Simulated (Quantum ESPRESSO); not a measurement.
Runs of Quantum ESPRESSO 7.5 on NaCl. Symmetry: Fm-3m, No. 225, cubic system. Conventional cell: a = 5.588 Å, b = 5.588 Å, c = 5.588 Å, α = 90.00°, β = 90.00°, γ = 90.00°. Cl (site symmetry m-3m) has 6 Na at 2.79 Å as nearest neighbours. Around Na (site symmetry m-3m) lie 6 Cl at 2.79 Å. The cell is a database's computed one.

```csv
task,level,potentials or basis,k mesh,cutoff (eV),smearing,SCF threshold,form of the LDA correlation,share of exact exchange,q mesh for exact exchange,cutoff for exact exchange,mesh quality,pressure (GPa)
dielectric tensor,AM05,GBRV 1.5 PBE,"6 × 6 × 6, shifted",612,fermi-dirac 0.05 eV,4e-10 Ry,-,-,-,-,not flagged,1.3
dielectric tensor,LDA,GBRV 1.5 LDA,"6 × 6 × 6, shifted",612,fermi-dirac 0.05 eV,4e-10 Ry,PZ81,-,-,-,not flagged,(a)
dielectric tensor,BLYP,GBRV 1.5 PBE,"6 × 6 × 6, shifted",612,fermi-dirac 0.05 eV,4e-10 Ry,-,-,-,-,not flagged,2.6
dielectric tensor,PBEsol,GBRV 1.5 PBEsol,"6 × 6 × 6, shifted",612,fermi-dirac 0.05 eV,4e-10 Ry,-,-,-,-,not flagged,0.3
```

Alike in all rows: no spin polarisation; cell as given.

**Question.** Estimate the missing entries.

**Answer.** (a) -1.8.

Caveats: the potentials were made for another functional, which shifts forces and pressure (some runs).

Runs at the PBE level aren't shown here.
